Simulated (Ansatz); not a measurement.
Runs of Ansatz 0.2.0 on Si2W. Symmetry: I4/mmm, No. 139, tetragonal system. The conventional cell has a = 3.214 Å, b = 3.214 Å, c = 7.830 Å, α = 90.00°, β = 90.00°, γ = 90.00°. Around W (site symmetry 4/mmm) lie 10 Si at 2.62 Å. Si (site symmetry 4mm) is surrounded by 5 Si at 2.59 to 2.63 Å and 5 W at 2.62 Å. 

| share of exact exchange | gap on the mesh (eV) | pressure (GPa) | largest force (eV/Å) |
| --- | --- | --- | --- |
| 0.25 | none | -2.4 | (a) |
| 0.1 | none | 0.9 | 0.02 |
| 0.2 | none | -1.3 | 0.04 |
| 0.4 | none | -5.7 | 0.16 |
| 0.5 | none | -7.8 | 0.22 |
| 0.15 | none | -0.2 | 0.01 |
| 0.3 | none | -3.5 | (b) |
| 0.05 | none | 2.0 | 0.05 |

Alike in all rows: task single point; level HSE06 form with a typed share of exact exchange; potentials or basis Ansatz PAW; no spin polarisation; cell as given; k mesh 6 × 6 × 6; cutoff (eV) 420; smearing fermi-dirac 0.05 eV; the mesh is coarse, so values aren't converged.

Question: Estimate the missing entries.

Answer: (a) 0.07; (b) 0.10.

Caveats: all runs use coarse meshes; the PAW data sets come from PBE, with cores solved anew for the run's functional, which leaves a small shift of forces and pressure; the thresholds are loose for stress.

A k mesh can miss the band edges, and the runs leave out spin-orbit coupling on W.

A gap of «none» marks a metal or a gap under the smearing width.
